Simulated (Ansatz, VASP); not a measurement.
Bi in VASP and in Ansatz

```
Bi
1.0
     6.09812    0.00000    0.00000
     0.00000    6.09812    0.00000
     0.00000    0.00000    6.09812
Bi
4
Direct
  0.50000 0.50000 0.50000
  0.00000 0.50000 0.50000
  0.50000 0.00000 0.50000
  0.50000 0.50000 0.00000
```

Alike in both runs: functional PBE; k mesh 4 × 4 × 4; occupations gaussian, width 0.1 eV; no spin polarisation.

Ansatz relaxed the structure, and its values are those at the end. VASP's run is a single point on that final structure, the one shown.

```csv
,VASP,Ansatz
version,VASP 6.6.1,Ansatz 0.2.0
potentials or method,"VASP PAW PBE potentials, release 64 (Bi_d)","scalar-relativistic, plane waves, PAW"
plane-wave cutoff (eV),520,420
valence electrons in the cell,60,60
```

|  | VASP | Ansatz | Ansatz less VASP |
| --- | --- | --- | --- |
| gap on the k mesh at the Fermi level (eV) | none | none | - |
| pressure (GPa) | 0.0 | 0.0 | +0.05 |

A gap of «none» marks a metal or a gap that the smearing closes.

Caveats: spin-orbit coupling is left out, which moves the levels of the heavy elements.
